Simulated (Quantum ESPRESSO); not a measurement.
YN under changes of volume

One of the cells (14.500 Å³/atom); the others are scaled copies at fixed shape and fractional positions:

```xyz
2
Lattice="0.0000 2.4385 2.4385 2.4385 0.0000 2.4385 2.4385 2.4385 0.0000" Properties=species:S:1:pos:R:3 pbc="T T T"
Y     0.0000    0.0000    0.0000
N     2.4385    2.4385    2.4385
```

- Program: Quantum ESPRESSO 7.5
- Functional: LDA
- Potentials or basis: GBRV 1.5 LDA
- Cutoff: 612 eV
- Density cutoff: 4898 eV
- k mesh: 9 × 9 × 9
- Occupations: fermi-dirac, width 0.05 eV
- Spin: no spin polarisation

```csv
volume (Å³/atom),energy over the lowest point (meV/atom),pressure (GPa)
13.630,5.92,5.2
13.920,0.00,1.1
14.210,1.16,-2.6
14.500,?,?
14.790,21.88,-8.9
15.080,40.23,-11.5
15.370,63.17,-13.9
```

Question: What does the run at 14.500 Å³/atom give?

Answer: Energy over the lowest point 8.68 meV/atom; pressure -5.9 GPa.

Worked out: A Birch-Murnaghan fit of order 3 (a polynomial in V^(-2/3)) to the other rows has its minimum at 14.01 Å³/atom with B0 = V·E''(V) = 182 GPa and B' = 4.2. It gives 8.67 meV/atom at 14.500 Å³/atom, against the run's 8.68, and -dE/dV = -5.8 GPa, against -5.9.

Energies are extrapolated to zero smearing.
